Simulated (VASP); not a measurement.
Input of a VASP 6.6.1 run:

The input INCAR:

```
SYSTEM = C
  ALGO = Fast
  DIPOL = 0.5 0.5 0.500
  EDIFF = 1E-6
  ENCUT = 520
  IDIPOL = 3
  ISIF = 2
  ISMEAR = 0
  LASPH = .True.
  LCHARG = .False.
  LDIPOL = .True.
  LREAL = .False.
  LWAVE = .False.
  NBANDS = 11
  NELM = 60
  PREC = Accurate
  SIGMA = 0.1
```

File KPOINTS:

```
k-points
0
Gamma
  9 9 1
  0 0 0
```

Contents of POSCAR:

```
C
1.0
    2.5795255378      0.0000000000      0.0000000000
   -1.2897627689      2.2339346454      0.0000000000
    0.0000000000      0.0000000000     28.0000000000
C
2
Direct
    0.3333333333      0.6666666667      0.5054285714
    0.6666666667      0.3333333333      0.4945714286
```

Potentials or basis: VASP PAW LDA potentials, release 64 (C).

The run is started by

```sh
$ cat potpaw_LDA.64/C/POTCAR > POTCAR
$ mpirun -np 1 vasp_std > vasp.out
```

Estimate the band gap on the k mesh.

none (metal or under the smearing width).

Predict the largest force.

5.228 eV/Å.

Forces on the atoms (eV/Å):
```
C    0.000  0.000 -5.228
C    0.000  0.000  5.228
```
